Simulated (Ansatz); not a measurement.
# Polymorphs of Zn₂SnO₃

Computed with Ansatz 0.2.0, DFT PBE, scalar-relativistic, plane waves, PAW. All cells share a 420 eV cutoff and Γ-centred k meshes spaced at most about 0.3 Å⁻¹ (about 0.25 or finer for metals, 2π included). No spin polarisation.

Formation energies are uncorrected and refer to the elements' standard structures at the same level (O₂ as a molecule). The references include grey tin.

These are static total energies at zero pressure. The comparison covers the computed candidates alone. Kohn–Sham gaps at this level usually fall short of measured ones. The zero gap of I-4m2 may come from the functional, which often closes small gaps.

Invented guesses were relaxed alike, and ends that match in structure were merged. ΔE counts from the first row. Coordination counts O atoms around Sn and Zn (those within 1.25 times the shortest such distance or 1.15 times the sum of covalent radii; a plus sign parts nearer from farther groups; the shortest distance is added where it is long for a bond; a slash parts the counts of unlike sites). The ends were matched against large subsets of the Crystallography Open Database and the Materials Project, so a missing match doesn't prove that a structure is unreported.

| # | reached from | type and space group | atoms | Å³/atom | coordination | ΔE (meV/atom) | gap on mesh (eV) | in databases |
| --- | --- | --- | --- | --- | --- | --- | --- | --- |
| 1 | a relaxed cell, shaken at random and relaxed again | Cm (No. 8) | 12 | 14.5 | Zn 4, Sn 3+1/4 | 0 | 1.26 | no match |
| 2 | a cell proposed by chemical analogy | Cmc2_1 (No. 36) | 12 | 14.2 | Zn 4, Sn 3 | 35 | 1.42 | no match |
| 3 | a cell proposed by chemical analogy | I-4m2 (No. 119) | 6 | 14.5 | Zn 4, Sn 4 | 87 | 0.00 | no match |
| 4 | a cell proposed by chemical analogy | P-3 (No. 147) | 12 | 13.9 | Zn 3/6/6 from 2.4 Å, Sn 3 | 182 | 0.80 | no match |

The lowest: Space group Cm (No. 8), monoclinic, a = 6.075 Å, b = 10.319 Å, c = 5.563 Å, β = 92.1°. Zn on its first site is surrounded by 4 O at 1.98–2.04 Å; Zn on its second site is surrounded by 4 O at 1.99–2.04 Å; around Sn on its first site lie 1 O at 2.14 Å, 2 O at 2.28 Å and 1 O at 2.55 Å; Sn on its second site is surrounded by 1 O at 2.18 Å and 3 O at 2.36–2.37 Å; around O on a site of symmetry 1 lie 3 Zn at 1.99–2.04 Å and 1 Sn at 2.28 Å; 3 more sites not described. Its energy over the elements is −1.259 eV/atom. A negative formation energy is needed for stability but isn't enough: competing phases decide. An observed structure of this formula, if there is one, may be missing.

```cif
data_structure
_symmetry_space_group_name_H-M 'Cm'
_symmetry_Int_Tables_number 8
_cell_length_a 6.0749
_cell_length_b 10.3188
_cell_length_c 5.5634
_cell_angle_alpha 90.000
_cell_angle_beta 92.128
_cell_angle_gamma 90.000
_cell_volume 348.51
loop_
_atom_site_label
_atom_site_type_symbol
_atom_site_symmetry_multiplicity
_atom_site_Wyckoff_symbol
_atom_site_fract_x
_atom_site_fract_y
_atom_site_fract_z
_atom_site_occupancy
Zn1 Zn 4 b 0.33716 0.82279 0.99187 1
Zn2 Zn 4 b 0.66400 0.83007 0.49765 1
Sn1 Sn 2 a 0.18473 0.00000 0.54488 1
Sn2 Sn 2 a 0.83008 0.00000 0.03325 1
O1 O 4 b 0.36199 0.80915 0.62773 1
O2 O 2 a 0.77840 0.00000 0.64300 1
O3 O 4 b 0.63878 0.80883 0.13489 1
O4 O 2 a 0.20313 0.00000 0.92888 1
```

The second: Space group Cmc2_1 (No. 36), orthorhombic, a = 10.397 Å, b = 5.678 Å, c = 5.763 Å. Zn has 4 O at 2.00–2.04 Å; Sn is surrounded by 1 O at 2.12 Å, 2 O at 2.31 Å and 1 O at 2.66 Å; O on a site of symmetry 1 is surrounded by 3 Zn at 2.00–2.04 Å and 1 Sn at 2.31 Å; O on a site of symmetry m has 2 Zn at 2.04 Å, 1 Sn at 2.12 Å and 1 Sn at 2.66 Å. Counting O atoms around Sn and Zn, the first has Zn 4, Sn 3+1/4 and the second has Zn 4, Sn 3. Cells relaxed within their symmetry can be saddle points.

```cif
data_structure
_symmetry_space_group_name_H-M 'Cmc2_1'
_symmetry_Int_Tables_number 36
_cell_length_a 10.3974
_cell_length_b 5.6777
_cell_length_c 5.7629
_cell_angle_alpha 90.000
_cell_angle_beta 90.000
_cell_angle_gamma 90.000
_cell_volume 340.20
loop_
_atom_site_label
_atom_site_type_symbol
_atom_site_symmetry_multiplicity
_atom_site_Wyckoff_symbol
_atom_site_fract_x
_atom_site_fract_y
_atom_site_fract_z
_atom_site_occupancy
Zn1 Zn 8 b 0.17050 0.67683 0.99689 1
Sn1 Sn 4 a 0.00000 0.77815 0.51686 1
O1 O 8 b 0.18665 0.64614 0.34444 1
O2 O 4 a 0.00000 0.14827 0.47349 1
```

Some candidate types were left out of the draw beforehand, so a known form may be missing.
